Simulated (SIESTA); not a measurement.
The system is Si2W.

```
W Si
1.0
    -1.60690    1.60690    3.91495
     1.60690   -1.60690    3.91495
     1.60690    1.60690   -3.91495
W Si
1 2
Cartesian
  0.0000 0.0000 0.0000
  0.0000 0.0000 5.2092
  0.0000 0.0000 2.6207
```

Base run:

- Program: SIESTA 5.4.2
- Functional: vdW-DF-cx
- Potentials or basis: PseudoDojo 0.4 standard (PBE files)
- Basis: DZP (energy shift 0.003 Ry; two zetas on semicore shells)
- Grid cutoff: 800 Ry
- Energy shift: 0.003 Ry
- k mesh: 12 × 12 × 12
- Occupations: fermi-dirac, width 0.05 eV
- Spin: no spin polarisation

Its results: band gap on the k mesh none (metal or under the smearing width); pressure 2.5 GPa; largest force 0.100 eV/Å.

Q: The run is repeated on the same cell with these changes: functional from vdW-DF-cx to PBE. What comes out?

A: Band gap on the k mesh none (metal or under the smearing width); pressure 4.6 GPa; largest force 0.160 eV/Å.

Caveats: short orbitals over semicore shells can move pressures by several GPa; the basis of atomic orbitals isn't converged, which shifts pressures, moduli and gaps; the potentials were made for another functional, which shifts forces and pressure (some runs).

Not every run made on this cell is shown here.
